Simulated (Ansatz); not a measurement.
# Si7Ge: straining the crystal, biaxial strain in the a-b plane

An exercise on one series of results from a longer session: the logs are not shown, and one member is left open.

Computed with Ansatz 0.2.0 (DFT PBEsol, scalar-relativistic, plane waves, PAW, unless a step's input says otherwise).

2 further runs of the same task are left out: 2 set aside as unsound or not needed.

## The starting structure

The structure is cubic, space group P-43m (No. 215). Conventional cell: a = 5.459 Å, b = 5.459 Å, c = 5.459 Å, α = 90.00°, β = 90.00°, γ = 90.00°. Around Si (site symmetry 3m) lie 3 Si at 2.36 Å and 1 Ge at 2.39 Å. Around Si (site symmetry -42m) lie 4 Si at 2.36 Å. Ge (site symmetry -43m) is surrounded by 4 Si at 2.39 Å.

As a file:

```cif
data_structure
_symmetry_space_group_name_H-M 'P-43m'
_symmetry_Int_Tables_number 215
_cell_length_a 5.4592
_cell_length_b 5.4592
_cell_length_c 5.4592
_cell_angle_alpha 90.000
_cell_angle_beta 90.000
_cell_angle_gamma 90.000
_cell_volume 162.70
loop_
_atom_site_label
_atom_site_type_symbol
_atom_site_symmetry_multiplicity
_atom_site_Wyckoff_symbol
_atom_site_fract_x
_atom_site_fract_y
_atom_site_fract_z
_atom_site_occupancy
Si1 Si 4 e 0.25260 0.25260 0.25260 1
Si2 Si 3 c 0.00000 0.50000 0.50000 1
Ge1 Ge 1 a 0.00000 0.00000 0.00000 1
```

It goes back to an entry of the Materials Project, which need not be the stable form.

It is the result of an earlier relaxation at this level (volume 20.34 Å³/atom; gap on the mesh: 0.28 eV).

Set-up of the first run:

input.yaml

```yaml
crystal:
  lattice:
    - [5.4591768133, 0.0, 0.0]
    - [0.0, 5.4591768133, 0.0]
    - [0.0, 0.0, 5.4591768133]
  atoms:
    - { symbol: Si, position: [0.2525976816, 0.2525976816, 0.2525976816] }
    - { symbol: Si, position: [0.0, 0.5, 0.5] }
    - { symbol: Si, position: [0.5, 0.5, 0.0] }
    - { symbol: Si, position: [0.5, 0.0, 0.5] }
    - { symbol: Si, position: [0.7474023184, 0.2525976816, 0.7474023184] }
    - { symbol: Si, position: [0.7474023184, 0.7474023184, 0.2525976816] }
    - { symbol: Si, position: [0.2525976816, 0.7474023184, 0.7474023184] }
    - { symbol: Ge, position: [0.0, 0.0, 0.0] }
basis:
  ecutwfc: 420
kpoints:
  mp_grid: { grid: [8, 8, 8] }
hamiltonian:
  xc: pbesol
scf:
  occupations: { method: gaussian, width: 0.01 }
output:
  forces: true
  stress: true
  eigenvalues: true
```

Started as:

```
$ ansatz run input.yaml --threads 2 --pin off --max-ram 5120MiB --backend cpu --events-out ev --progress --plain --runs-dir out
```

Steps of the session up to this table: The unstrained reference; Band edges over the zone; At -2.0 %; The gap over the whole zone at -2.0 %; At +2.0 %; Seeking the band edges at +2.0 %; Strain -4.0 %; Strain +4.0 %.

One of the session's tables, all rows but one given; the rest of the session is left out.

```
strain (%)  ΔE (meV/atom)  a (Å)  b (Å)  c (Å)
      -4.0           36.0  5.241  5.241  5.631
      -2.0            8.7  5.350  5.350  5.545
      +0.0            0.0  5.459  5.459  5.459
      +2.0              ?      ?      ?      ?
      +4.0           30.7  5.678  5.678  5.281
```

**Question.** Estimate the row for strain (%) = +2.0.

Worked estimate for «ΔE (meV/atom)». A straight line through the neighbours (0.0, 0.0) and (4.0, 30.7) gives 0.0 + (30.7 − 0.0) × (2.0 − 0.0) / (4.0 − 0.0) = 15.3; a parabola fitted to 3 rows on both sides gives 7.3.

**Answer.** ΔE (meV/atom): 8.0; a (Å): 5.568; b (Å): 5.568; c (Å): 5.372. In «ΔE (meV/atom)» the line misses by +7.3 and the parabola by -0.7.

ΔE is over the unstrained cell. Stress in GPa, positive in compression, on the Cartesian axes of the input. Gaps are Kohn-Sham gaps over the whole zone (d direct, i indirect).
